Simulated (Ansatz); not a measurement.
Method: DFT PBE, scalar-relativistic, plane waves, PAW in Ansatz.

Structure of BaTiO3:

```yaml
crystal:
  lattice:
    - [3.98526, 0.00000, 0.00000]
    - [0.00000, 3.98526, 0.00000]
    - [0.00000, 0.00000, 4.20222]
  atoms:
    - { symbol: Ba, position: [0.00000, 0.00000, 0.98930] }
    - { symbol: Ti, position: [0.50000, 0.50000, 0.47205] }
    - { symbol: O, position: [0.50000, 0.50000, 0.04088] }
    - { symbol: O, position: [0.50000, 0.00000, 0.52038] }
    - { symbol: O, position: [0.00000, 0.50000, 0.52038] }
```

Plane waves to 420 eV, a k mesh through Γ of 8×8×8 on the computed 5-atom cell and Gaussian smearing (0.02 eV); no spin polarisation.

Levels along Γ–X–M–Γ–Z–R–A–Z | X–R | M–A, in eV from a zero inside the gap, sorted by energy at each point. Points in fractions of the primitive reciprocal vectors: Γ (0.000 0.000 0.000), X (0.000 0.500 0.000), M (0.500 0.500 0.000), Z (0.000 0.000 0.500), R (0.000 0.500 0.500), A (0.500 0.500 0.500).
| point | k (1/Å, with 2π) | band 17 | band 18 | band 19 | band 20 | band 21 | band 22 | band 23 |
| --- | --- | --- | --- | --- | --- | --- | --- | --- |
| Γ | 0.000 | -2.27 | -1.83 | -1.47 | -1.47 | 0.92 | 1.56 | 1.56 |
| - | 0.394 | -2.52 | -2.28 | -2.02 | -1.87 | 1.56 | 1.84 | 1.87 |
| X | 0.788 | -2.87 | -2.61 | -2.48 | -2.23 | 1.62 | 2.54 | 2.65 |
| - | 1.183 | -2.88 | -2.46 | -2.14 | -1.43 | 1.88 | 2.65 | 2.72 |
| M | 1.577 | -2.94 | -2.05 | -2.05 | -0.95 | 2.69 | 2.69 | 3.03 |
| - | 2.134 | -3.20 | -2.17 | -2.04 | -1.47 | 1.72 | 2.04 | 2.20 |
| Γ | 2.691 | -2.27 | -1.83 | -1.47 | -1.47 | 0.92 | 1.56 | 1.56 |
| - | 3.065 | -2.60 | -2.45 | -1.55 | -1.55 | 0.97 | 2.06 | 2.06 |
| Z | 3.439 | -2.95 | -2.88 | -1.63 | -1.63 | 1.02 | 2.55 | 2.55 |
| - | 3.833 | -2.48 | -2.25 | -2.06 | -1.78 | 1.88 | 2.51 | 2.56 |
| R | 4.227 | -2.76 | -2.08 | -1.99 | -1.42 | 2.57 | 2.59 | 2.84 |
| - | 4.622 | -3.50 | -1.78 | -1.47 | -1.39 | 2.71 | 2.84 | 2.96 |
| A | 5.016 | -3.50 | -1.39 | -1.39 | -0.92 | 3.07 | 3.07 | 3.18 |
| - | 5.573 | -3.19 | -1.88 | -1.76 | -1.74 | 2.33 | 2.59 | 2.65 |
| Z | 6.130 | -2.95 | -2.88 | -1.63 | -1.63 | 1.02 | 2.55 | 2.55 |
| X | 6.130 | -2.87 | -2.61 | -2.48 | -2.23 | 1.62 | 2.54 | 2.65 |
| - | 6.504 | -2.64 | -2.44 | -2.35 | -1.78 | 2.10 | 2.57 | 2.69 |
| R | 6.878 | -2.76 | -2.08 | -1.99 | -1.42 | 2.57 | 2.59 | 2.84 |
| M | 6.878 | -2.94 | -2.05 | -2.05 | -0.95 | 2.69 | 2.69 | 3.03 |
| - | 7.252 | -3.64 | -1.79 | -1.79 | -0.94 | 2.87 | 2.87 | 3.10 |
| A | 7.626 | -3.50 | -1.39 | -1.39 | -0.92 | 3.07 | 3.07 | 3.18 |

Spin-orbit coupling is left out, which matters for the bands of heavy elements.